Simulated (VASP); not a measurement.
Set up this calculation in VASP 6.6.1, as the native input.

```
Task                   : band structure
Functional             : AM05
Potentials or basis    : VASP PAW PBE potentials, release 64 (C)
Cutoff                 : 520 eV
k mesh                 : 12 × 12 × 4
Occupations            : fermi-dirac, width 0.05 eV
Spin                   : no spin polarisation
Further INCAR settings : ALGO = Normal; EDIFF = 1e-06; NBANDS = 26
```

Crystal: C.

```
C
1.0
     2.52210    0.00000    0.00000
    -1.26105    2.18420    0.00000
     0.00000    0.00000    8.23710
C
8
Direct
  0.66667 0.33333 0.84375
  0.33333 0.66667 0.34375
  0.66667 0.33333 0.65625
  0.33333 0.66667 0.15625
  0.00000 0.00000 0.90625
  0.00000 0.00000 0.40625
  0.00000 0.00000 0.59375
  0.00000 0.00000 0.09375
```

This is a hexagonal form of diamond, not graphite.

These files were run (other wordings do the same):

POSCAR

```
C
1.0
    2.5221000000      0.0000000000      0.0000000000
   -1.2610500000      2.1842026709      0.0000000000
    0.0000000000      0.0000000000      8.2371000000
C
8
Direct
    0.6666666667      0.3333333333      0.8437500000
    0.3333333333      0.6666666667      0.3437500000
    0.6666666667      0.3333333333      0.6562500000
    0.3333333333      0.6666666667      0.1562500000
    0.0000000000      0.0000000000      0.9062500000
    0.0000000000      0.0000000000      0.4062500000
    0.0000000000      0.0000000000      0.5937500000
    0.0000000000      0.0000000000      0.0937500000
```

INCAR.step1

```
SYSTEM = C
ALGO = Normal ; EDIFF = 1E-6
ENCUT = 520 ; GGA = AM
ISIF = 2 ; ISMEAR = -1
LASPH = .True. ; LCHARG = .True.
LREAL = .False. ; LWAVE = .False.
NBANDS = 26 ; NELM = 100
PREC = Accurate ; SIGMA = 0.05
```

KPOINTS.step1

```
k-points
0
Gamma
  12 12 4
  0 0 0
```

INCAR.step2

```
SYSTEM = C
ALGO = Normal ; EDIFF = 1E-6
ENCUT = 520 ; GGA = AM
ICHARG = 11 ; ISIF = 2
ISMEAR = 0 ; LASPH = .True.
LCHARG = .False. ; LREAL = .False.
LWAVE = .False. ; NBANDS = 26
NELM = 100 ; PREC = Accurate
SIGMA = 0.05
```

KPOINTS.step2

```
path GMKGALHA,LM,KH
20
line-mode
reciprocal
 0.0000000000  0.0000000000  0.0000000000  G
 0.5000000000  0.0000000000  0.0000000000  M

 0.5000000000  0.0000000000  0.0000000000  M
 0.3333333333  0.3333333333  0.0000000000  K

 0.3333333333  0.3333333333  0.0000000000  K
 0.0000000000  0.0000000000  0.0000000000  G

 0.0000000000  0.0000000000  0.0000000000  G
 0.0000000000  0.0000000000  0.5000000000  A

 0.0000000000  0.0000000000  0.5000000000  A
 0.5000000000  0.0000000000  0.5000000000  L

 0.5000000000  0.0000000000  0.5000000000  L
 0.3333333333  0.3333333333  0.5000000000  H

 0.3333333333  0.3333333333  0.5000000000  H
 0.0000000000  0.0000000000  0.5000000000  A

 0.5000000000  0.0000000000  0.5000000000  L
 0.5000000000  0.0000000000  0.0000000000  M

 0.3333333333  0.3333333333  0.0000000000  K
 0.3333333333  0.3333333333  0.5000000000  H
```

Potentials or basis: VASP PAW PBE potentials, release 64 (C).

Launch:

```sh
$ cat potpaw_PBE.64/C/POTCAR > POTCAR
$ cp INCAR.step1 INCAR
$ cp KPOINTS.step1 KPOINTS
$ mpirun -np 1 vasp_std > vasp.out
$ cp INCAR.step2 INCAR
$ cp KPOINTS.step2 KPOINTS
$ mpirun -np 1 vasp_std > vasp.out
```

Results of the run:

The band gap on the k mesh is 4.29 eV, indirect (least direct gap 5.10 eV) and the band gap along the path is 4.29 eV, indirect (least direct gap 5.10 eV).

Caveat: the log is that of the step along the path at fixed density, whose energy, stress, charges and moments have no meaning.

Run time: 2.1 min on 1 thread of Intel(R) Xeon(R) Platinum 8488C (Sapphire Rapids) (shared host), peak memory 0.25 GiB.
